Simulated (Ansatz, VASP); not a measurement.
## One calculation of Ga, two programs

File INCAR:

```
ALGO = Normal ; EDIFF = 1E-8
ENCUT = 520 ; GGA = PE
ISIF = 2 ; ISMEAR = -1
LASPH = T ; LCHARG = F
LEFG = T ; LREAL = F
LWAVE = F ; NBANDS = 12
NELM = 100 ; PREC = Accurate
SIGMA = 0.08
```

File KPOINTS:

```
k-points
0
Gamma
  16 16 16
```

The input POSCAR:

```
Ga
1.0
    2.7353052329      0.0000000000      0.0000000000
    0.0000000000      2.7353052329      0.0000000000
    0.0000000000      0.0000000000      2.7353052329
Ga
1
Direct
    0.0000000000      0.0000000000      0.0000000000
```

Input for Ansatz:

```yaml
crystal:
  lattice:
    - [2.7353052329, 0.0, 0.0]
    - [0.0, 2.7353052329, 0.0]
    - [0.0, 0.0, 2.7353052329]
  atoms:
    - { symbol: Ga, position: [0.0, 0.0, 0.0] }
kpoints:
  mp_grid: { grid: [16, 16, 16] }
scf:
  occupations: { method: fermi_dirac, width: 0.08 }
hamiltonian:
  xc: pbe
  pseudopotentials: { kind: paw }
output:
  forces: true
  stress: true
  eigenvalues: true
  efg: { contact_densities: true }
```

Change from the starting cell: volume scaled by 1.02, PAW files.

Alike in both runs: task electric field gradients; functional PBE; k mesh 16 × 16 × 16; occupations fermi-dirac, width 0.08 eV; no spin polarisation.

|  | VASP | Ansatz |
| --- | --- | --- |
| version | VASP 6.6.1 | Ansatz 0.2.0 |
| potentials or method | VASP PAW PBE potentials, release 64 (Ga_d) | PAW with Ansatz's default frozen-core files, scalar-relativistic |
| plane-wave cutoff (eV) | 520 | 420 |
| valence electrons in the cell | 13 | 13 |

Ansatz gave:

| Property | Result |
| --- | --- |
| pressure (GPa) | -0.9 |
| Vzz of the field gradient on the site that differs most (V/Å²) | 0.0 |

Problem. Estimate VASP's values.

Solution. Pressure (GPa): -0.8; Vzz of the field gradient on the site that differs most (V/Å²): 0.0.

With one functional, cell and mesh, what is left measures potentials, basis and numerics.
